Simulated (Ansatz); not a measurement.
## LaB6 in the CaB6-type structure

Level of theory: DFT, PBE, scalar-relativistic, no spin polarisation; plane waves to 420 eV with PAW datasets (Ansatz 0.2.0), 8×8×8 k-mesh, Gaussian smearing of 0.05 eV; PAW files: Ansatz's generated set soft_2.

```yaml
crystal:
  lattice:
    - [4.15497, 0.00000, 0.00000]
    - [0.00000, 4.15497, 0.00000]
    - [0.00000, 0.00000, 4.15497]
  atoms:
    - { symbol: La, position: [0.00000, 0.00000, 0.00000] }
    - { symbol: B, position: [0.19985, 0.50000, 0.50000] }
    - { symbol: B, position: [0.80015, 0.50000, 0.50000] }
    - { symbol: B, position: [0.50000, 0.50000, 0.19985] }
    - { symbol: B, position: [0.50000, 0.50000, 0.80015] }
    - { symbol: B, position: [0.50000, 0.19985, 0.50000] }
    - { symbol: B, position: [0.50000, 0.80015, 0.50000] }
```

The start was a prototype's sites filled with these elements; the Crystallography Open Database holds the compound in this structure.

The cell is relaxed to zero pressure at this level.

The cell has space group Pm-3m (read at 0.01 Å). In it the stress is -0.03, -0.03, -0.03, 0.00, 0.00, 0.00 GPa and the largest force component 0.000 eV/Å. Each change below starts from this cell, without further relaxation. Stress is in GPa, positive in compression, in the order xx, yy, zz, yz, xz, xy; energies are counted from the cell above and are free energies with the smearing's entropy, which match forces and stress in a metal.

One atom was moved along a Cartesian axis, and these forces appeared. Which atom, and about how far?
```tsv
atom	Fx (eV/Å)	Fy	Fz
La1	0.254	0.000	0.033
B2	0.684	0.000	0.014
B3	1.163	0.000	-0.723
B4	0.566	0.000	-0.134
B5	-2.634	0.000	0.767
B6	-0.016	0.032	0.022
B7	-0.016	-0.032	0.022
```

Atom 5 (B) is moved by 0.20 Å along x; the energy changes by 262.6 meV per cell.

What happens when atom 2 (B) is moved by 0.20 Å along x?

The energy changes by 700.2 meV per cell, and the force on it along the shift is -6.938 eV/Å (−F/u = 34.69 eV/Å²). Stress: 7.54, 2.87, 2.87, 0.00, 0.00, 0.00.
| atom | Fx (eV/Å) | Fy | Fz |
| --- | --- | --- | --- |
| La1 | 0.042 | 0.000 | 0.000 |
| B2 | -6.938 | 0.000 | 0.000 |
| B3 | 2.322 | 0.000 | 0.000 |
| B4 | 1.144 | 0.000 | -0.830 |
| B5 | 1.144 | 0.000 | 0.830 |
| B6 | 1.144 | -0.830 | 0.000 |
| B7 | 1.144 | 0.830 | 0.000 |
In a harmonic crystal the energy would rise by −½F·u = ½ × 34.69 × 0.20² eV = 693.8 meV, which matches.

What stress follows from an engineering strain of -1 % in zz, atoms carried along?

0.24, 0.24, 4.88, 0.00, 0.00, 0.00 GPa; the energy changes by 10.8 meV per cell.
```
atom  Fx (eV/Å)      Fy      Fz
 La1      0.000   0.000   0.000
  B2     -0.030   0.000   0.000
  B3      0.030   0.000   0.000
  B4      0.000   0.000  -0.048
  B5      0.000   0.000   0.048
  B6      0.000  -0.030   0.000
  B7      0.000   0.030   0.000
```
The change of the stress over the strain gives a clamped-atom stiffness of about 491 GPa for this component, a secant value that lies under the elastic constant in tension and over it in compression, by several per cent for each per cent of strain.
In a harmonic crystal the energy would rise by V(½Cε² − σ₀ε), with σ₀ the stress of the unstrained cell, = 10.8 meV, which matches.

A single strain component, atoms carried along, gave the stress 0.56, 10.05, 0.56, 0.00, 0.00, 0.00. Which component, and about how large?

An engineering strain of -2 % in yy; the energy changes by 44.0 meV per cell.

All atoms and the cell are disturbed at random:
```xyz
7
Lattice="4.1561 0.0208 0.0247 0.0208 4.1034 -0.0105 0.0247 -0.0105 4.1223" Properties=species:S:1:pos:R:3 pbc="T T T"
La    0.0266   -0.0177    0.0082
B     0.7018    1.9755    1.9886
B     3.4584    2.0276    2.0349
B     1.8770    1.9995    0.8632
B     2.2207    2.1401    3.3495
B     2.2146    0.9160    2.1855
B     2.1059    3.3002    1.9799
```
Give the energy change, the stress and the forces.

2111.7 meV per cell; stress 13.77, 6.37, 5.89, 1.64, -6.50, 0.11 GPa.
```tsv
atom	Fx (eV/Å)	Fy	Fz
La1	-0.148	0.007	-0.218
B2	9.214	0.671	1.053
B3	-9.117	0.925	0.607
B4	2.927	1.052	-1.560
B5	-1.529	-0.420	-0.289
B6	-1.722	-2.862	-1.324
B7	0.376	0.628	1.731
```

All atoms and the cell are disturbed at random:
```xyz
7
Lattice="4.2488 -0.0280 0.0481 -0.0280 4.2336 -0.0040 0.0481 -0.0040 4.1006" Properties=species:S:1:pos:R:3 pbc="T T T"
La   -0.1206    0.1973    0.1249
B     0.7522    2.1275    1.8017
B     3.5493    2.2779    1.9868
B     2.1703    2.0435    1.0071
B     2.0972    2.0124    3.1921
B     2.1188    0.6719    2.2445
B     2.2397    3.2746    2.0770
```
Give the energy change, the stress and the forces.

2751.2 meV per cell; stress 5.17, 3.42, 10.01, 6.78, -6.01, -4.34 GPa.
```tsv
atom	Fx (eV/Å)	Fy	Fz
La1	0.361	-0.728	-1.179
B2	5.635	-0.246	2.359
B3	-5.034	-1.088	0.964
B4	0.002	-1.300	-5.089
B5	0.649	0.050	3.295
B6	-0.099	1.114	-1.498
B7	-1.514	2.198	1.147
```

No spin–orbit coupling, a notable omission for heavy elements. The cell is a metal with an odd number of electrons, and spin polarisation wasn't tried.
